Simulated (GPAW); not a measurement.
# BaTe (Fm-3m) in GPAW: settings compared

One crystal, BaTe, is run at these levels: PBEsol, r2SCAN, TB-mBJ; tasks: band structure, equation of state, single point.

Everything below comes from runs of GPAW 26.7.0. Logs are shortened: lines on timing, memory, paths and dates and some standing lists are left out, and cuts for length are marked. The log counts tension as positive stress, the text compression.

## (1) The structure

The structure is cubic, space group Fm-3m (No. 225). The conventional cell has a = 6.820 Å, b = 6.820 Å, c = 6.820 Å, α = 90.00°, β = 90.00°, γ = 90.00°. Ba (site symmetry m-3m) is surrounded by 6 Te at 3.41 Å. Te (site symmetry m-3m) has 6 Ba at 3.41 Å as nearest neighbours.

## (2) Band structure, PBEsol

The input, run.py:

```python
from ase import Atoms
from ase.dft.bandgap import bandgap
from ase.io import write
from ase.units import GPa
from gpaw import GPAW, PW, setup_paths

setup_paths.insert(0, '.')

atoms = Atoms(['Ba', 'Te'],
              cell=[[0.0, 3.41, 3.41],
                    [3.41, 0.0, 3.41],
                    [3.41, 3.41, 0.0]],
              scaled_positions=[[0.0, 0.0, 0.0],
                                [0.5, 0.5, 0.5]],
              pbc=True)

calc = GPAW(mode=PW(600),
            xc='PBEsol',
            kpts={'size': (7, 7, 7), 'gamma': True},
            occupations={'name': 'fermi-dirac', 'width': 0.05},
            nbands=16,
            convergence={'density': 1e-05, 'energy': 1e-05},
            maxiter=150,
            txt='gpaw.txt')
atoms.calc = calc
energy = atoms.get_potential_energy()
forces = atoms.get_forces()
stress = atoms.get_stress()
calc.write('gs.gpw')
write('result.traj', atoms)
print(f'Energy: {energy:.6f} eV')
print('Forces (eV/A):')
print(forces.round(4))
print('Stress (GPa):', (stress / GPa).round(3))
print('Fermi level:', round(calc.get_fermi_level(), 4), 'eV')
print(f'Gap: {bandgap(calc)[0]:.4f} eV, direct: {bandgap(calc, direct=True)[0]:.4f} eV')

path = atoms.cell.bandpath('GXWKGLUWLK,UX', npoints=80, eps=1e-4)
bs_calc = calc.fixed_density(kpts=path, symmetry='off', nbands=30,
                             convergence={'bands': 'CBM+6.0', 'eigenstates': 1e-6}, txt='bands.txt')
bs = bs_calc.band_structure()
bs.write('bs.json')
print(f'Gap on the path: {bandgap(bs_calc)[0]:.4f} eV')
```

Potentials or basis: PAW data sets generated in the run's folder for this functional, pw.

The run is started by

```sh
gpaw-setup -f PBEsol Ba Te
OMP_NUM_THREADS=1 python run.py
```

gpaw.txt:

```text
__  _  _
 | _ |_)|_||  |
 |__||  | ||/\| - 26.7.0

Input parameters:
  mode=PW(ecut=600.0),
  convergence={'density': 1e-05, 'energy': 1e-05},
  kpts=MonkhorstPack(size=(7, 7, 7), gamma=True),
  maxiter=150,
  nbands=16,
  occupations=Occupations(name='fermi-dirac', width=0.05),
  xc=XC(name='PBEsol')

Diagonalizing LCAO Hamiltonian
Converting LCAO to pw mode

                  Te

       Ba

Atoms  # Å, Bohr magnetons
|   | symbol |        x |        y |        z |    initial magnetic moments |
|---|--------|----------|----------|----------|-----------------------------|
| 0 |     Ba | 0.000000 | 0.000000 | 0.000000 | ( 0.0000,  0.0000,  0.0000) |
| 1 |     Te | 3.410000 | 3.410000 | 3.410000 | ( 0.0000,  0.0000,  0.0000) |

Unit cell  # Å
| periodic |        x |        y |        z |  lengths |    angles |
|----------|----------|----------|----------|----------|-----------|
|      yes | 0.000000 | 3.410000 | 3.410000 | 4.822468 | 60.000000 |
|      yes | 3.410000 | 0.000000 | 3.410000 | 4.822468 | 60.000000 |
|      yes | 3.410000 | 3.410000 | 0.000000 | 4.822468 | 60.000000 |

Number of symmetries: 48
Symmetry operations  # r_c * U_cc + t_c -> r_c
|    | kind |            matrix            |
|----|------|------------------------------|
|  0 |  σ   |  1, 0, 0,  1, 0,-1,  1,-1, 0 |
|  1 |  C2  |  1, 0, 0,  1,-1, 0,  1, 0,-1 |
|  2 |  E   |  1, 0, 0,  0, 1, 0,  0, 0, 1 |
|  3 |  σ   |  1, 0, 0,  0, 0, 1,  0, 1, 0 |
|  4 |  C4  |  1, 0,-1,  1, 0, 0,  1,-1, 0 |
|  5 |  S6  |  1, 0,-1,  1,-1, 0,  1, 0, 0 |
|  6 |  σ   |  1, 0,-1,  0, 1,-1,  0, 0,-1 |
|  7 |  C3  |  1, 0,-1,  0, 0,-1,  0, 1,-1 |
|  8 |  S6  |  1,-1, 0,  1, 0, 0,  1, 0,-1 |
|  9 |  C4  |  1,-1, 0,  1, 0,-1,  1, 0, 0 |
| 10 |  C3  |  1,-1, 0,  0,-1, 1,  0,-1, 0 |
| 11 |  σ   |  1,-1, 0,  0,-1, 0,  0,-1, 1 |
| 12 |  σ   |  0, 1, 0,  1, 0, 0,  0, 0, 1 |
| 13 |  C4  |  0, 1, 0,  0, 1,-1, -1, 1, 0 |
| 14 |  C3  |  0, 1, 0,  0, 0, 1,  1, 0, 0 |
| 15 |  S6  |  0, 1, 0, -1, 1, 0,  0, 1,-1 |
| 16 |  C2  |  0, 1,-1,  1, 0,-1,  0, 0,-1 |
| 17 |  σ   |  0, 1,-1,  0, 1, 0, -1, 1, 0 |
| 18 |  S4  |  0, 1,-1,  0, 0,-1,  1, 0,-1 |
| 19 |  C4  |  0, 1,-1, -1, 1, 0,  0, 1, 0 |
| 20 |  C3  |  0, 0, 1,  1, 0, 0,  0, 1, 0 |
| 21 |  σ   |  0, 0, 1,  0, 1, 0,  1, 0, 0 |
| 22 |  S6  |  0, 0, 1,  0,-1, 1, -1, 0, 1 |
| 23 |  C4  |  0, 0, 1, -1, 0, 1,  0,-1, 1 |
| 24 |  S4  |  0, 0,-1,  1, 0,-1,  0, 1,-1 |
| 25 |  C3  |  0, 0,-1,  0, 1,-1,  1, 0,-1 |
| 26 |  C2  |  0, 0,-1,  0,-1, 0, -1, 0, 0 |
| 27 |  S6  |  0, 0,-1, -1, 0, 0,  0,-1, 0 |
| 28 |  S4  |  0,-1, 1,  1,-1, 0,  0,-1, 0 |
| 29 |  C4  |  0,-1, 1,  0, 0, 1, -1, 0, 1 |
| 30 |  C2  |  0,-1, 1,  0,-1, 0,  1,-1, 0 |
| 31 |  σ   |  0,-1, 1, -1, 0, 1,  0, 0, 1 |
| 32 |  C3  |  0,-1, 0,  1,-1, 0,  0,-1, 1 |
| 33 |  S6  |  0,-1, 0,  0, 0,-1, -1, 0, 0 |
| 34 |  S4  |  0,-1, 0,  0,-1, 1,  1,-1, 0 |
| 35 |  C2  |  0,-1, 0, -1, 0, 0,  0, 0,-1 |
| 36 |  C2  | -1, 1, 0,  0, 1, 0,  0, 1,-1 |
| 37 |  S6  | -1, 1, 0,  0, 1,-1,  0, 1, 0 |
| 38 |  S4  | -1, 1, 0, -1, 0, 1, -1, 0, 0 |
| 39 |  C3  | -1, 1, 0, -1, 0, 0, -1, 0, 1 |
| 40 |  S6  | -1, 0, 1,  0, 0, 1,  0,-1, 1 |
| 41 |  C2  | -1, 0, 1,  0,-1, 1,  0, 0, 1 |
| 42 |  C3  | -1, 0, 1, -1, 1, 0, -1, 0, 0 |
| 43 |  S4  | -1, 0, 1, -1, 0, 0, -1, 1, 0 |
| 44 |  C2  | -1, 0, 0,  0, 0,-1,  0,-1, 0 |
| 45 |  i   | -1, 0, 0,  0,-1, 0,  0, 0,-1 |
| 46 |  σ   | -1, 0, 0, -1, 1, 0, -1, 0, 1 |
| 47 |  C2  | -1, 0, 0, -1, 0, 1, -1, 1, 0 |

BZ-sampling:
  Number of BZ points: 343
  Number of IBZ points: 20

  Monkhorst-Pack size: [7, 7, 7]
  Monkhorst-Pack shift: [0, 0, 0]

K-points  # in reciprocal-cell coordinates
|     |                                coordinates |     weight |
|-----|--------------------------------------------|------------|
|   0 | (  0.00000000,   0.00000000,   0.00000000) | 0.00291545 |
|   1 | (  0.14285714,   0.14285714,   0.00000000) | 0.01749271 |
|   2 | (  0.14285714,   0.14285714,   0.14285714) | 0.02332362 |
|   3 | (  0.28571429,   0.14285714,   0.14285714) | 0.03498542 |
|   4 | (  0.28571429,   0.28571429,   0.00000000) | 0.01749271 |
|   5 | (  0.28571429,   0.28571429,   0.14285714) | 0.06997085 |
|   6 | (  0.28571429,   0.28571429,   0.28571429) | 0.02332362 |
|   7 | (  0.42857143,  -0.28571429,  -0.28571429) | 0.03498542 |
|   8 | (  0.42857143,   0.28571429,  -0.42857143) | 0.13994169 |
|   9 | (  0.42857143,   0.28571429,  -0.28571429) | 0.06997085 |
| ... |                                            |            |
|  19 | (  0.42857143,   0.42857143,   0.42857143) | 0.02332362 |

Plane wave coefficients: 2685
Cutoff: 600.0 eV

Spin-components: 1 (collinear spins)
Bands:           16
Projectors:      11
Spin-degeneracy: 2
Datatype:        complex128

Parallelization:
  kpt:    1
  domain: 1
  band:   1

Density:
  Valence electrons: 16.0
  Components: 1
  Grid points: [28 28 28]
  Charge: 0.0  # |e|

Potential:
  Grid points: [28 28 28]

species:
  Ba:
    name:    Barium
    Z:       56.0
    valence: 10
    core:    46
    charge:  0.0  # [|e|]
    compensation charges:
      type: gauss
      rc: 0.37  # [Å]
      lmax: 2
    cutoffs:
      filter: 2.06  # [Å]
      core: 2.33  # [Å]
    projectors
    | kind |    occ | energy [eV] | rcut [Å] |
    |------|--------|-------------|----------|
    |   5s |  2.000 |     -33.673 |    1.164 |
    |   6s |  2.000 |      -3.245 |    1.164 |
    |   5p |  6.000 |     -18.749 |    1.164 |
    |    p |        |       0.000 |    1.164 |
    |    d |        |       0.000 |    1.164 |
    |    d |        |      27.211 |    1.164 |

    Using partial waves for Ba as LCAO basis

  Te:
    name:    Tellurium
    Z:       52.0
    valence: 6
    core:    46
    charge:  0.0  # [|e|]
    compensation charges:
      type: gauss
      rc: 0.36  # [Å]
      lmax: 2
    cutoffs:
      filter: 2.09  # [Å]
      core: 3.17  # [Å]
    projectors
    | kind |    occ | energy [eV] | rcut [Å] |
    |------|--------|-------------|----------|
    |   5s |  2.000 |     -15.132 |    1.180 |
    |   5p |  4.000 |      -5.970 |    1.196 |
    |    s |        |      12.080 |    1.180 |
    |    p |        |      21.241 |    1.196 |
    |    d |        |       0.000 |    1.238 |

    Using partial waves for Te as LCAO basis

Reference energy: -405902.636605  # eV

eigensolver:
  PPCG
  Converge bands: occupied
  niter=2

density mixing:
  MSR1-Mixer
  Pratt-step length: 0.05
  Maximum mixing coefficient: 0.75
  Old densities: 10
  SVD Regularization: 0.005
  Good broyden scale: 1.0
  Trust region scale: 1.0
  Backstep threshold: 4.0
  History deletion threshold: 6.0
  Fourier metric: weight=20.0, sigma=0.015

occupation numbers:
  Fermi-Dirac:
    width: 0.0500  # eV

poisson solver:
  ecut: 4800.0  # eV

xc functional:
  name: PBEsol with 2 nearest neighbor stencil

convergence criteria:
[... 6 lines left out ...]
|iter     | |      energy | eigst |  dens |
|---------|-|-------------|-------|-------|
|iter:   1| |   -9.292099 | -0.16 |       |
|iter:   2| |   -9.297030 | -1.97 | -1.17 |
|iter:   3| |   -9.203234 | -2.50 | -1.21 |
|iter:   4| |   -9.198582 | -3.31 | -1.65 |
|iter:   5| |   -9.198959 | -4.76 | -2.21 |
|iter:   6| |   -9.199053 | -5.37 | -2.75 |
|iter:   7| |   -9.199054c| -7.14 | -3.80 |
|iter:   8| |   -9.199055c| -7.77c| -4.22 |
|iter:   9| |   -9.199055c| -8.43c| -5.19c|

Converged in 9 steps
Energy contributions relative to reference atoms: (reference = -405902.636605)

Energy contributions:
  Kinetic:          18.378055
  Coulomb:         -16.226309
  Zero:              0.129613
  External:          0.000000
  Xc:              -11.480413
  Entropy:          -0.000000
  Spinorbit:         0.000000
  ----------------------------
  Free energy:      -9.199055
  Extrapolated:     -9.199055

dipole moment: (-41.211270, -41.211270, -41.211270)  # |e|*Ang

Fermi level: 5.867
Eigenvalues  # (at kpt = [0.000, 0.000, 0.000])
| band index |      eig [eV] | occ [0-2] |
|------------|---------------|-----------|
|          0 |       -21.525 |     2.000 |
|          1 |        -6.714 |     2.000 |
|          2 |        -6.714 |     2.000 |
|          3 |        -6.714 |     2.000 |
|          4 |        -4.506 |     2.000 |
|          5 |         5.222 |     2.000 |
[... 8 lines left out ...]
|         14 |        12.006 |     0.000 |
|         15 |        18.526 |     0.000 |

Gap: 1.319 eV
Transition (v -> c):
  (s=0, k=0, n=7, [0.00, 0.00, 0.00]) -> (s=0, k=16, n=8, [0.43, 0.43, 0.00])
Direct/indirect transitions are different
Direct gap: 1.699 eV
Transition at: (s=0, k=16, n=7, [0.43, 0.43, 0.00])

Forces  # eV/Ang
|        x |        y |        z |
|----------|----------|----------|
|  0.00000 |  0.00000 |  0.00000 |  # Ba   0
| -0.00000 | -0.00000 | -0.00000 |  # Te   1

Stress tensor  # eV/Ang^3
|         x |         y |         z |
|-----------|-----------|-----------|
| -0.013416 | -0.000000 |  0.000000 |
| -0.000000 | -0.013416 |  0.000000 |
|  0.000000 |  0.000000 | -0.013416 |

# Writing to gs.gpw (mode='')
```

Run time: 67 s. Hardware: 1 thread of Arm Neoverse V2, shared host; peak memory 0.34 GiB.

Results:

- Free energy: -9.1991 eV
- Pressure: 2.1 GPa
- Band gap on the k mesh: 1.32 eV, indirect (least direct gap 1.70 eV)
- Band gap along the path: 1.27 eV, indirect (least direct gap 1.64 eV)

Levels at the corners of the path, in eV from the valence-band top:
```csv
point,band 6,band 7,band 8,band 9,band 10,band 11
Γ,0.00,0.00,0.00,2.83,2.83,2.83
X,-1.15,-0.38,-0.38,1.27,4.57,4.92
W,-1.44,-0.99,-0.99,3.48,3.48,5.03
K,-1.39,-1.10,-0.85,2.44,5.14,5.33
Γ,0.00,0.00,0.00,2.83,2.83,2.83
L,-2.48,-1.29,-1.29,4.19,4.91,5.03
U,-1.39,-1.10,-0.85,2.44,5.14,5.33
W,-1.44,-0.99,-0.99,3.48,3.48,5.03
L,-2.48,-1.29,-1.29,4.19,4.91,5.03
K,-1.39,-1.10,-0.85,2.44,5.14,5.33
U,-1.39,-1.10,-0.85,2.44,5.14,5.33
X,-1.15,-0.38,-0.38,1.27,4.57,4.92
```

Caveat: spin-orbit coupling is left out, which moves the levels of the heavy elements.

## (3) Equation of state, PBEsol

The input, run.py:

```python
from ase import Atoms
from ase.eos import EquationOfState
from ase.io import Trajectory
from ase.units import GPa
from gpaw import GPAW, PW, setup_paths

setup_paths.insert(0, '.')

atoms = Atoms(['Ba', 'Te'],
              cell=[[0.0, 3.41, 3.41],
                    [3.41, 0.0, 3.41],
                    [3.41, 3.41, 0.0]],
              scaled_positions=[[0.0, 0.0, 0.0],
                                [0.5, 0.5, 0.5]],
              pbc=True)

traj = Trajectory('eos.traj', 'w')
volumes, energies = [], []
for x in [0.94, 0.96, 0.98, 1.0, 1.02, 1.04, 1.06]:
    a = atoms.copy()
    a.set_cell(atoms.cell * x**(1 / 3), scale_atoms=True)
    calc = GPAW(mode=PW(600),
                xc='PBEsol',
                kpts={'size': (7, 7, 7), 'gamma': True},
                occupations={'name': 'fermi-dirac', 'width': 0.05},
                nbands=16,
                convergence={'density': 1e-05, 'energy': 1e-05},
                maxiter=150,
                txt=f'eos-{x:.2f}.txt')
    a.calc = calc
    energies.append(a.get_potential_energy(force_consistent=True))
    volumes.append(a.get_volume())
    p = -a.get_stress()[:3].mean() / GPa
    calc.write(f'eos-{x:.2f}.gpw')
    traj.write(a)
    print(f'{x:.2f} {volumes[-1]:10.4f} A^3 {energies[-1]:14.6f} eV {p:9.3f} GPa', flush=True)

v0, e0, B = EquationOfState(volumes, energies, eos='birchmurnaghan').fit()
print(f'V0 = {v0:.4f} A^3, E0 = {e0:.6f} eV, B0 = {B / GPa:.2f} GPa')
```

Potentials or basis: PAW data sets generated in the run's folder for this functional, pw.

The run is started by

```sh
gpaw-setup -f PBEsol Ba Te
OMP_NUM_THREADS=1 python run.py
```

Wall time 94 s (1 thread of Arm Neoverse V2, shared host); peak memory 0.24 GiB.

The run converged. Its results:

| Quantity | Value |
| --- | --- |
| Equilibrium volume | 42.08 Å³/atom (rough: see the caveat) |
| Bulk modulus | 32 GPa (rough) |

Energy against volume, from the lowest point:
| volume (Å³/atom) | energy (meV/atom) |
| --- | --- |
| 37.273 | 67.83 |
| 38.066 | 45.53 |
| 38.859 | 28.26 |
| 39.652 | 15.48 |
| 40.445 | 6.77 |
| 41.238 | 1.73 |
| 42.031 | 0.00 |

Caveat: the minimum lies outside the volumes run. Spin-orbit coupling is left out, which matters for the levels of Ba, Te.

## (4) Equation of state, r2SCAN

run.py, as its differences from that of step 3:

```diff
@@ -4,5 +4,3 @@
 from ase.units import GPa
-from gpaw import GPAW, PW, setup_paths
-
-setup_paths.insert(0, '.')
+from gpaw import GPAW, PW
 
@@ -22,3 +20,3 @@
     calc = GPAW(mode=PW(600),
-                xc='PBEsol',
+                xc='MGGA_X_R2SCAN+MGGA_C_R2SCAN',
                 kpts={'size': (7, 7, 7), 'gamma': True},
```

Potentials or basis: GPAW PAW data sets (gpaw-data 1.2.1), pw.

The run is started by

```sh
OMP_NUM_THREADS=1 python run.py
```

Run time: 5.4 min. Hardware: 1 thread of Arm Neoverse V2, shared host; peak memory 1.1 GiB.

It converged, with:

```yaml
Equilibrium_volume: "44.32 Å³/atom (rough: see the caveat)"
Bulk_modulus: 31 GPa (rough)
```

Energy against volume, from the lowest point:
```tsv
volume (Å³/atom)	energy (meV/atom)
37.273	132.80
38.066	97.80
38.859	68.64
39.652	44.74
40.445	25.63
41.238	10.85
42.031	0.00
```

Caveat: the minimum lies outside the volumes run; the PAW data sets were made with another functional, which shifts forces and pressure a little.

(Continued in part 2 of 2.)
